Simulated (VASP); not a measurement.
# Settings for Zr: self-consistent run

Zr, P1 (no. 1), 36 atoms in the cell. PBEsol; PAW potentials Zr_sv (PBE set). VASP 6.6.1.

Wanted: energy within 0.5 meV/atom; forces within 0.003 eV/Å.

What the run is for: forces in a large cell; Accuracy asked: tight; Cell repeated: 3 × 3 × 2.

POSCAR:
```
Zr
1.0
    9.6960000000      0.0000000000      0.0000000000
   -4.8480000000      8.3969823150      0.0000000000
    0.0000000000      0.0000000000     10.2940000000
Zr
36
Direct
    0.2234330000      0.1101710000      0.3807460000
    0.2228800000      0.1103710000      0.8785860000
    0.2292060000      0.4504080000      0.3759870000
    0.2240460000      0.4430770000      0.8733530000
    0.2252770000      0.7823470000      0.3737760000
    0.2225940000      0.7797470000      0.8709400000
    0.5542190000      0.1096680000      0.3719780000
    0.5556620000      0.1125470000      0.8776760000
    0.5579480000      0.4416290000      0.3777130000
    0.5553300000      0.4375700000      0.8720730000
    0.5588630000      0.7796020000      0.3771050000
    0.5545150000      0.7709720000      0.8755220000
    0.8814160000      0.1076860000      0.3724010000
    0.8891990000      0.1109860000      0.8732640000
    0.8916240000      0.4462070000      0.3746090000
[... 8 lines left out ...]
    0.1103810000      0.8842540000      0.6243040000
    0.4450950000      0.2234570000      0.1223300000
    0.4443480000      0.2179750000      0.6278850000
    0.4469560000      0.5529360000      0.1268330000
    0.4434930000      0.5563450000      0.6231400000
    0.4386240000      0.8804650000      0.1295040000
    0.4435050000      0.8903160000      0.6239650000
    0.7737350000      0.2192470000      0.1242460000
    0.7762410000      0.2224790000      0.6244860000
    0.7760930000      0.5545300000      0.1283110000
    0.7775420000      0.5563850000      0.6249170000
    0.7793360000      0.8928260000      0.1196310000
    0.7822130000      0.8892020000      0.6297880000
```

The series start from Plane-wave cutoff (eV): 260; Projection operators (LREAL): Auto, ROPT -0.00025; Precision mode (PREC): Normal; Electronic threshold (eV): 1e-5; Parallel layout: defaults; Program: vasp_std; Electronic algorithm: ALGO=Normal; Bands a block (NSIM): NSIM=4; Data layout and linear algebra: defaults. Each series keeps the choices made before it, and each single choice may use up half of a tolerance.

## Plane-wave cutoff (eV)

| Plane-wave cutoff (eV) | Energy less reference (meV/atom) | Forces, largest deviation (eV/Å) | SCF iterations | Time (s) |
|---|---|---|---|---|
| 210 | 25.33 | 0.0268 | 17 | 11 |
| 230 | 16.55 | 0.0137 | 16 | 11 |
| 260 | 4.42 | 0.0104 | 16 | 19 |
| 300 | 3.89 | 0.0096 | 16 | 16 |
| 370 (reference) | 0.00 | 0.0000 | 16 | 19 |

Chosen: 370; the next looser run is off by more than half of the tolerance, so convergence isn't shown beyond this value.

## Projection operators (LREAL)

| Projection operators (LREAL) | Energy less reference (meV/atom) | Forces, largest deviation (eV/Å) | SCF iterations | Time (s) |
|---|---|---|---|---|
| Auto, ROPT -0.005 | -0.44 | 0.0669 | 16 | 16 |
| Auto, ROPT -0.002 | -1.23 | 0.0065 | 16 | 19 |
| Auto, ROPT -0.001 | -1.23 | 0.0065 | 16 | 18 |
| Auto, ROPT -0.0005 | 0.48 | 0.0016 | 16 | 24 |
| Auto, ROPT -0.00025 | 0.44 | 0.0008 | 16 | 19 |
| Auto, ROPT -0.0001 | 0.29 | 0.0010 | 16 | 28 |
| False (reference) | 0.00 | 0.0000 | 16 | 44 |

Chosen: False; the one before it in the list is off by more than half of the tolerance.

## Precision mode (PREC)

| Precision mode (PREC) | Energy less reference (meV/atom) | Forces, largest deviation (eV/Å) | SCF iterations | Time (s) |
|---|---|---|---|---|
| SingleN | 0.17 | 0.0071 | 16 | 41 |
| Normal | 0.02 | 0.0003 | 16 | 44 |
| Accurate (reference) | 0.00 | 0.0000 | 16 | 55 |

Chosen: Normal, the loosest value from which every tighter one stays within half of the tolerance.

## Electronic threshold (eV)

| Electronic threshold (eV) | Energy less reference (meV/atom) | Forces, largest deviation (eV/Å) | SCF iterations | Time (s) |
|---|---|---|---|---|
| 0.001 | 0.00 | 0.0039 | 13 | 30 |
| 0.0001 | 0.00 | 0.0018 | 14 | 29 |
| 1e-5 | 0.00 | 0.0004 | 16 | 44 |
| 1e-6 | 0.00 | 0.0002 | 17 | 35 |
| 1e-7 (reference) | 0.00 | 0.0000 | 20 | 40 |

Chosen: 1e-5.

## Parallel layout

| Parallel layout | Energy less reference (meV/atom) | Forces, largest deviation (eV/Å) | SCF iterations | Time (s) |
|---|---|---|---|---|
| defaults | 0.00 | 0.0000 | 16 | 44 |
| NCORE=2 | 0.00 | 0.0001 | 16 | 22 |
| NCORE=4 | 0.00 | 0.0001 | 16 | 23 |
| NCORE=8 | 0.00 | 0.0002 | 16 | 21 |
| NPAR=2 | 0.00 | 0.0001 | 16 | 23 |

Chosen: NCORE=8, the fastest of those that stay within half of the tolerance.

## Program

| Program | Energy less reference (meV/atom) | Forces, largest deviation (eV/Å) | SCF iterations | Time (s) |
|---|---|---|---|---|
| vasp_std | 0.00 | 0.0000 | 16 | 21 |
| vasp_gam | 0.00 | 0.0004 | 16 | 15 |

Chosen: vasp_std; no other choice that stays within half of the tolerance saves 30 % of the time.

## Electronic algorithm

| Electronic algorithm | Energy less reference (meV/atom) | Forces, largest deviation (eV/Å) | SCF iterations | Time (s) |
|---|---|---|---|---|
| ALGO=Normal | 0.00 | 0.0000 | 16 | 21 |
| ALGO=Fast | 0.00 | 0.0009 | 22 | 25 |
| ALGO=VeryFast | 0.00 | 0.0010 | 38 | 38 |
| ALGO=All ISEARCH=1 | 0.00 | 0.0104 | 30 | 33 |

Chosen: ALGO=Normal.

## Bands a block (NSIM)

| Bands a block (NSIM) | Energy less reference (meV/atom) | Forces, largest deviation (eV/Å) | SCF iterations | Time (s) |
|---|---|---|---|---|
| NSIM=4 | 0.00 | 0.0000 | 16 | 21 |
| NSIM=1 | 0.00 | 0.0003 | 16 | 24 |
| NSIM=2 | 0.00 | 0.0002 | 16 | 20 |
| NSIM=8 | 0.00 | 0.0005 | 15 | 20 |
| NSIM=16 | 0.00 | 0.0006 | 15 | 22 |

Chosen: NSIM=4.

## Data layout and linear algebra

| Data layout and linear algebra | Energy less reference (meV/atom) | Forces, largest deviation (eV/Å) | SCF iterations | Time (s) |
|---|---|---|---|---|
| defaults | 0.00 | 0.0000 | 16 | 21 |
| LPLANE=False | 0.00 | 0.0000 | 16 | 29 |
| LSCALAPACK=False | 0.00 | 0.0000 | 16 | 22 |
| LSCALU=True | 0.00 | 0.0000 | 16 | 24 |

Chosen: defaults.

## All choices together

| Input | Energy less reference (meV/atom) | Forces, largest deviation (eV/Å) | Time (s) |
|---|---|---|---|
| the program's defaults (naive) | 15.89 | 0.0830 | 9.7 |
| chosen settings | 0.02 | 0.0004 | 21 |
| reference settings throughout | 0.00 | 0.0000 | 50 |

The chosen settings stay within the tolerance of the reference run, but the reference itself isn't shown to be converged in: Plane-wave cutoff (eV).

## The input

INCAR:
```
SYSTEM = Zr
GGA = PS ; ISMEAR = 1
SIGMA = 0.1 ; LWAVE = .False.
LCHARG = .False. ; ISIF = 2
ISYM = 0 ; PREC = Normal
LASPH = .True. ; LREAL = .False.
ALGO = Normal ; EDIFF = 1E-5
NELM = 120 ; GGA_COMPAT = .False.
ENCUT = 370 ; NCORE = 8
NSIM = 4
```

KPOINTS:
```
k-points
0
Gamma
  1 1 1
```

Commands:
```
cat potpaw_PBE.64/Zr_sv/POTCAR > POTCAR
mpirun -np 8 vasp_std > vasp.out
```

Limits: Only the k mesh 1 × 1 × 1 was run, so its error is untested.

The chosen input took VASP 6.6.1 21 s on 8 cores (Intel Xeon 6975P-C (Granite Rapids)), a shared host.

## An input that fails: Gamma-only program on a mesh of k points

VASP's message: You are using the Gamma-point-only version with more than one k-point or some other non-Gamma k-point.

k mesh: 1 × 1 × 1 becomes 2 × 2 × 2.

Changes against the starting input:
```
- NELM = 120
+ NELM = 70
- vasp_std
+ vasp_gam
(KPOINTS)
-k-points
+Automatic mesh
-  1 1 1
+  2 2 2
+  0 0 0
```
